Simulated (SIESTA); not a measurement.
C under changes of volume

One of the cells (5.672 Å³/atom); the others are scaled copies at fixed shape and fractional positions:

```
CELL_PARAMETERS angstrom
2.52210 0.00000 0.00000
-1.26105 2.18420 0.00000
0.00000 0.00000 12.35570
ATOMIC_POSITIONS crystal
C 0.66667 0.33333 0.35417
C 0.33333 0.66667 0.85417
C 0.66667 0.33333 0.14583
C 0.33333 0.66667 0.64583
C 0.66667 0.33333 0.47917
C 0.33333 0.66667 0.97917
C 0.66667 0.33333 0.02083
C 0.33333 0.66667 0.52083
C 0.00000 0.00000 0.81250
C 0.00000 0.00000 0.31250
C 0.00000 0.00000 0.68750
C 0.00000 0.00000 0.18750
```

This is a hexagonal form of diamond, not graphite.

```yaml
Program: SIESTA 5.4.2
Functional: revPBE
Potentials_or_basis: PseudoDojo 0.4 standard (PBE files)
Basis: DZP (energy shift 0.002 Ry)
Grid_cutoff: 500 Ry
Energy_shift: 0.002 Ry
k_mesh: 8 × 8 × 2
Occupations: fermi-dirac, width 0.05 eV
Spin: no spin polarisation
```

| volume (Å³/atom) | energy over the lowest point (meV/atom) | pressure (GPa) | gap on the mesh (eV) | largest force (eV/Å) |
| --- | --- | --- | --- | --- |
| 5.332 | 62.78 | 43.5 | 4.72 | 0.365 |
| 5.445 | 36.10 | 32.1 | 4.67 | 0.354 |
| 5.559 | ? | ? | ? | ? |
| 5.672 | 5.34 | 12.0 | 4.56 | 0.338 |
| 5.786 | 0.00 | 3.2 | 4.51 | 0.329 |
| 5.899 | 0.60 | -4.8 | 4.46 | 0.319 |
| 6.012 | 6.66 | -12.1 | 4.41 | 0.310 |

Question: What does the run at 5.559 Å³/atom give?

Answer: Energy over the lowest point 17.15 meV/atom; pressure 21.6 GPa; gap on the mesh 4.62 eV; largest force 0.346 eV/Å.

Worked out: A Birch-Murnaghan fit of order 3 (a polynomial in V^(-2/3)) to the other rows has its minimum at 5.83 Å³/atom with B0 = V·E''(V) = 416 GPa and B' = 3.7 at fixed shape and positions, which overstates the stiffness. It gives 17.08 meV/atom at 5.559 Å³/atom, against the run's 17.15, and -dE/dV = 21.5 GPa, against 21.6. A straight line through the other rows of the gap, of slope -2.59 eV per unit of ln V, gives 4.61 eV, against the run's 4.62.

Energies are extrapolated to zero smearing.

Caveats: the potentials were made for another functional, which shifts forces and pressure; the basis of atomic orbitals isn't converged, which shifts pressures, moduli and gaps.

A mesh can miss the band edges.
